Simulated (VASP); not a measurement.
**VASP 6.6.1 run: HfO₂**

INCAR

```
NSW = 0
LCHARG = .FALSE.
LDAU = .TRUE.
PREC = Accurate
LDAUU = 1.0 0
LDAUTYPE = 2
LREAL = .FALSE.
IBRION = -1
LDAUL = 2 -1
ISIF = 2
LWAVE = .FALSE.
NELM = 120
NBANDS = 18
METAGGA = R2SCAN
ISMEAR = 0
SIGMA = 0.01
EDIFF = 1E-7
LMAXMIX = 4
ALGO = Normal
ENCUT = 520
LASPH = .TRUE.
LDAUJ = 0 0
```

KPOINTS

```
KPOINTS created by Atomic Simulation Environment
0
Gamma
8 8 8
0 0 0
```

POSCAR

```
Hf O
 1.0000000000000000
     0.0000000000000000    2.5291823192910270    2.5291823192910270
     2.5291823192910270   -0.0000000000000000    2.5291823192910270
     2.5291823192910270    2.5291823192910270    0.0000000000000000
 Hf  O
   1   2
Cartesian
  0.0000000000000000 -0.0000000000000000  0.0000000000000000
  1.2645911596455135  1.2645911596455135  1.2645911596455135
  3.7937734789365405  3.7937734789365405  3.7937734789365405
```

The recommended PBE PAW datasets give the neutral cell 22 valence electrons.

Command

```
mpirun -np 1 vasp_std
```

OSZICAR

```
N       E                     dE             d eps       ncg     rms          rms(c)
DAV:   1     0.457332345414E+02    0.45733E+02   -0.12984E+04  1044   0.124E+03
DAV:   2    -0.762440231672E+02   -0.12198E+03   -0.11804E+03  1324   0.293E+02
DAV:   3    -0.801942658361E+02   -0.39502E+01   -0.39369E+01  1220   0.462E+01
DAV:   4    -0.802172687210E+02   -0.23003E-01   -0.22996E-01  1326   0.395E+00
DAV:   5    -0.802174163878E+02   -0.14767E-03   -0.14766E-03  1186   0.295E-01    0.525E+01
DAV:   6    -0.677908955353E+02    0.12427E+02   -0.12319E+01  1070   0.282E+01    0.395E+01
DAV:   7    -0.679785386426E+02   -0.18764E+00   -0.17133E+00  1280   0.973E+00    0.266E+01
DAV:   8    -0.681092507132E+02   -0.13071E+00   -0.12120E+00  1120   0.835E+00    0.164E+01
DAV:   9    -0.679829972748E+02    0.12625E+00   -0.69844E-01  1130   0.570E+00    0.235E+00
DAV:  10    -0.679834028594E+02   -0.40558E-03   -0.43381E-02  1210   0.110E+00    0.137E+00
DAV:  11    -0.679828232162E+02    0.57964E-03   -0.48354E-03  1120   0.487E-01    0.178E-01
DAV:  12    -0.679827978812E+02    0.25335E-04   -0.15780E-04  1166   0.104E-01    0.152E-01
DAV:  13    -0.679828057450E+02   -0.78638E-05   -0.75223E-06  1192   0.211E-02    0.637E-02
DAV:  14    -0.679828010183E+02    0.47267E-05   -0.95129E-06  1148   0.191E-02    0.135E-02
DAV:  15    -0.679828010137E+02    0.46425E-08   -0.15240E-07  1020   0.339E-03
   1 F= -.67982801E+02 E0= -.67982801E+02  d E =-.744828E-58
```

From OUTCAR

```
k-points           NKPTS =     29   k-points in BZ     NKDIM =     29   number of bands    NBANDS=     18

   NELECT =      22.0000    total number of electrons

   dimension x,y,z NGX =    28 NGY =   28 NGZ =   28
   dimension x,y,z NGXF=    56 NGYF=   56 NGZF=   56

  energy-cutoff  :      520.00
  volume of cell :       32.36
      direct lattice vectors                 reciprocal lattice vectors
     0.000000000  2.529182319  2.529182319    -0.197692351  0.197692351  0.197692351
     2.529182319  0.000000000  2.529182319     0.197692351 -0.197692351  0.197692351
     2.529182319  2.529182319  0.000000000     0.197692351  0.197692351 -0.197692351

 k-points in reciprocal lattice and weights: KPOINTS created by Atomic Simulation Env
   0.00000000  0.00000000  0.00000000       0.002
   0.12500000  0.00000000  0.00000000       0.016
   0.25000000  0.00000000  0.00000000       0.016
   0.37500000  0.00000000  0.00000000       0.016
   0.50000000  0.00000000  0.00000000       0.008
   0.12500000  0.12500000  0.00000000       0.012
   0.25000000  0.12500000  0.00000000       0.047
   0.37500000  0.12500000  0.00000000       0.047
   ...

 E-fermi :   4.1478

 k-point     1 :       0.0000    0.0000    0.0000
  band No.  band energies     occupation
      1     -26.7494      2.00000
      2     -26.7494      2.00000
      3     -26.7494      2.00000
      4     -15.7489      2.00000
      5     -12.6982      2.00000
      6      -1.3957      2.00000
      7      -1.3957      2.00000
      8      -1.3957      2.00000
      9       3.3914      2.00000
     10       3.3914      2.00000
     11       3.3914      2.00000
     12       8.7008      0.00000
     13       8.7008      0.00000
     14      10.5094      0.00000
     15      15.2497      0.00000
     16      15.2497      0.00000
     17      15.2497      0.00000
     18      16.5627      0.00000

 k-point     2 :       0.1250    0.0000    0.0000
  band No.  band energies     occupation
      1     -26.8198      2.00000
      2     -26.7568      2.00000
      3     -26.7568      2.00000
      4     -15.5375      2.00000
      5     -12.8651      2.00000
      6      -1.2431      2.00000
      7      -1.2431      2.00000
      8      -0.9831      2.00000
      9       2.9384      2.00000
     10       3.1230      2.00000
     11       3.1230      2.00000
     12       8.9718      0.00000
     13       8.9718      0.00000
     14      11.1132      0.00000
     15      14.5115      0.00000
     16      14.9665      0.00000
     17      14.9665      0.00000
     18      16.5614      0.00000

 k-point     3 :       0.2500    0.0000    0.0000
  band No.  band energies     occupation
      1     -26.9828      2.00000
      2     -26.7746      2.00000
      3     -26.7746      2.00000
      4     -15.0382      2.00000
      5     -13.2051      2.00000
      6      -0.8615      2.00000
      7      -0.8615      2.00000
      8      -0.0225      2.00000
      9       2.0299      2.00000
     10       2.6052      2.00000
     11       2.6052      2.00000
     12       9.3865      0.00000
     13       9.3866      0.00000
     14      11.6843      0.00000
     15      14.0408      0.00000
     16      14.4735      0.00000
     17      14.4735      0.00000
     18      16.5561      0.00000

 ...

  Total       -0.2212030     -0.2212030     -0.2212030      0.0000000     -0.0000000      0.0000000
  in kB      -10.9529518    -10.9529518    -10.9529518      0.0000000     -0.0000000      0.0000000
  external PRESSURE =     -10.9529518 kB  Pullay stress =       0.0000000 kB

 POSITION                                       TOTAL-FORCE (eV/Angst)
 -----------------------------------------------------------------------------------
      0.00000      0.00000      0.00000         0.000000     -0.000000     -0.000000
      1.26459      1.26459      1.26459         0.000000      0.000000     -0.000000
      3.79377      3.79377      3.79377        -0.000000     -0.000000      0.000000
 -----------------------------------------------------------------------------------
    total drift:                                0.000000      0.000000      0.000000

  FREE ENERGIE OF THE ION-ELECTRON SYSTEM (eV)
  ---------------------------------------------------
  free  energy   TOTEN  =       -67.9828010137 eV

  energy  without entropy=      -67.9828010137  energy(sigma->0) =      -67.98280101
```

It converged. Results: gap between bands v and c on the k mesh 4.45 eV; least direct gap on the k mesh 4.45 eV; pressure -1.1 GPa. Band v is the last that the valence electrons fill when counted band by band, and c is the next.

For comparison, a separate r²SCAN run of the intended cell, on usual settings and not on those above, gives a gap of 4.31 eV on its mesh and a pressure of -4.0 GPa.

The run above took about 60 s on one core of a shared host (Intel Xeon Platinum 8488C) and held 0.17 GiB at most.
